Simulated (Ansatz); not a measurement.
## W in Ansatz: convergence with ecutfock ratio

Input of the first run (ecutfock ratio 1); the others differ in this setting and in those tied to it:

input.yaml

```yaml
crystal:
  lattice:
    - [-1.582345, 1.582345, 1.582345]
    - [1.582345, -1.582345, 1.582345]
    - [1.582345, 1.582345, -1.582345]
  atoms:
    - { symbol: W, position: [0.0, 0.0, 0.0] }
hamiltonian:
  xc: hse06
  pseudopotentials: { kind: nc, accuracy: stringent }
kpoints:
  mp_grid: { grid: [6, 6, 6] }
scf:
  occupations: { method: methfessel_paxton, width: 0.1 }
  exx: { ecutfock_ratio: 1 }
output:
  forces: true
  stress: true
  eigenvalues: true
```

Potentials or basis: PseudoDojo stringent (PBE files).

Command:

```console
$ ansatz run input.yaml --threads 2 --pin off --max-ram 5632MiB --backend cpu --events-out ev --progress --plain --runs-dir out
```

Hardware: 2 threads of Intel(R) Xeon(R) Processor @ 2.50GHz (Skylake/Cascade Lake) (shared host).

```tsv
ecutfock ratio	energy less the tightest run, at zero smearing (meV/atom)	SCF cycles	CPU time (s)	peak memory (GiB)
1	0.00	14	33	0.54
2	0.00	14	42	0.66
3	0.00	14	44	0.65
4	0.00	14	45	0.65
```

Against the tightest run, the energy stays within 1 meV/atom from 1 on. The tightest run that finished is the yardstick and may itself not be fully converged.

Caveat, for the tightest run too: the k mesh is coarse (spacing up to 0.47 Å⁻¹), so the values aren't converged, least of all with exact exchange. Spin-orbit coupling is left out, which matters for the levels of W.
